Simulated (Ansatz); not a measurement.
## Ionic part of the dielectric constant of SrO at 9.2 GPa, mode by mode

Computed with DFT PBE, scalar-relativistic, plane waves, PAW in Ansatz 0.2.0. Plane waves to 420 eV; Γ-centred k mesh 10×10×10; fixed occupations. No spin polarisation. Phonons by linear response, acoustic sum rule imposed.

It takes space group F-43m (No. 216, cubic). Conventional cell: a = 5.396 Å, b = 5.396 Å, c = 5.396 Å, α = 90.00°, β = 90.00°, γ = 90.00°. Around Sr (site symmetry -43m) lie 4 O at 2.34 Å. O (site symmetry -43m) is surrounded by 4 Sr at 2.34 Å.

The cell is the ideal cubic zincblende prototype; this isn't the usual structure of the compound.

The primitive cell has V = 39.27 Å³ and ε∞,yy = 3.431. Each polar mode adds Δε = (4.92064×10⁷/V)·S/ν² along y, with S its oscillator strength in e²/amu, ν in cm⁻¹ and V in Å³.

Question: From these modes, find each Δε and ε0,yy.
| ν (cm⁻¹) | S_yy (e²/amu) |
| --- | --- |
| 379.0 | 0.3486 |

Answer:
```tsv
ν (cm⁻¹)	Δε
379.0	3.04
```

The sum is 3.041, so ε0,yy = 6.47; the run's tensor has 6.47.

Question: Where do the longitudinal modes lie for a wave vector along y?

Answer: At 521 cm⁻¹. The Lyddane–Sachs–Teller product Π(ν_LO/ν_TO)² = 1.89 matches ε0/ε∞ = 1.89.

Cost: 1 run of about 0.31 core-minutes, on Intel Xeon 6975P-C (Granite Rapids) (shared hosts).